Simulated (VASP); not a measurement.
Ru, 1 atom in the cell. Symmetry: Fm-3m, No. 225, cubic system. Conventional cell: a = 3.830 Å, b = 3.830 Å, c = 3.830 Å, α = 90.00°, β = 90.00°, γ = 90.00°. Around Ru (site symmetry m-3m) lie 12 Ru at 2.71 Å. This isn't the form of Ru at room conditions, which is hcp.

- Program: VASP 6.6.1
- Task: single point
- Functional: PBE
- Potentials or basis: VASP PAW PBE potentials, release 64 (Ru)
- Cutoff: 500 eV
- k mesh: 12 × 12 × 12
- Occupations: gaussian, width 0.02 eV
- Spin: no spin polarisation
- Further INCAR settings: ALGO = Normal; EDIFF = 1e-06; NBANDS = 10

Potentials or basis: VASP PAW PBE potentials, release 64 (Ru).

Launch:

```console
$ cat potpaw_PBE.64/Ru/POTCAR > POTCAR
$ mpirun -np 1 vasp_std > vasp.out
```

Hardware: 1 thread of Intel(R) Xeon(R) Platinum 8488C (Sapphire Rapids) (shared host).

Problem. How long does it take, and how much memory?

Solution. It took 6.4 s on 1 thread of Intel(R) Xeon(R) Platinum 8488C (Sapphire Rapids), on a shared host, peak memory 0.13 GiB. Counts: scf iterations 12, k points 72.
